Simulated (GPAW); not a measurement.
The system is Al.

```
CELL_PARAMETERS angstrom
2.81246 0.00000 0.00000
-1.40623 2.43566 0.00000
0.00000 0.00000 4.86685
ATOMIC_POSITIONS crystal
Al 0.33333 0.66667 0.25000
Al 0.66667 0.33333 0.75000
```

This isn't the form of Al at room conditions, which is fcc.

* Program: GPAW 26.7.0
* Task: relaxation of cell and atoms
* Functional: PBEsol
* Dispersion: D3
* Potentials or basis: PAW data sets generated in the run's folder for this functional
* Cutoff: 600 eV
* Basis: pw
* k mesh: 11 × 11 × 6
* Occupations: fermi-dirac, width 0.05 eV
* Spin: no spin polarisation

At the start: pressure -2.7 GPa; volume 16.67 Å³/atom.

**Question.** How do energy, volume and symmetry change on relaxing?

**Answer.** Over 6 steps the energy falls by 15.4 meV/atom and the volume is 16.01 Å³/atom (-4.0 %); space group P6_3/mmc (No. 194, to 0.05 Å).

Step by step:
```csv
step,energy change (eV),largest force (eV/Å),pressure (GPa),volume (Å³)
1,0.0000,0.0000,-2.70,33.34
2,-0.0051,0.0000,-2.31,33.14
3,-0.0261,0.0000,0.99,31.71
4,-0.0277,0.0000,1.30,31.59
5,-0.0298,0.0000,0.89,31.73
6,-0.0307,0.0000,0.11,32.01
```

Final structure:
```
Al
1.0
     2.81714    0.00000    0.00000
    -1.40857    2.43972    0.00000
     0.00000    0.00000    4.65784
Al
2
Direct
  0.33333 0.66667 0.25000
  0.66667 0.33333 0.75000
```

Caveat: later steps reuse the first step's grids; pairwise dispersion overbinds metals, which lowers pressure and volume.
